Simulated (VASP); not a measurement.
**CsSnI3 under changes of volume**

One of the cells (44.328 Å³/atom); the others are scaled copies at fixed shape and fractional positions:

```
Cs I Sn
1.0
     6.05178    0.00000    0.00000
     0.00000    6.05178    0.00000
     0.00000    0.00000    6.05178
Cs I Sn
1 3 1
Cartesian
  0.0000 0.0000 0.0000
  3.0259 3.0259 0.0000
  3.0259 0.0000 3.0259
  0.0000 3.0259 3.0259
  3.0259 3.0259 3.0259
```

```yaml
Program: VASP 6.6.1
Functional: LDA
Potentials_or_basis: VASP PAW LDA potentials, release 64 (Cs_sv, I, Sn_d)
Cutoff: 520 eV
k_mesh: 4 × 4 × 4
Occupations: gaussian, width 0.02 eV
Spin: no spin polarisation
```

```tsv
volume (Å³/atom)	energy over the lowest point (meV/atom)	pressure (GPa)
42.555	5.13	0.9
43.442	1.24	0.4
44.328	0.00	0.0
45.215	1.09	-0.4
46.101	?	?
```

What does the run at 46.101 Å³/atom give?

Energy over the lowest point 3.78 meV/atom; pressure -0.7 GPa.

Worked out: A Birch-Murnaghan fit of order 2 (a polynomial in V^(-2/3)) to the other rows has its minimum at 44.34 Å³/atom with B0 = V·E''(V) = 21 GPa. It gives 4.33 meV/atom at 46.101 Å³/atom, against the run's 3.78, and -dE/dV = -0.8 GPa, against -0.7.

Energies are extrapolated to zero smearing.
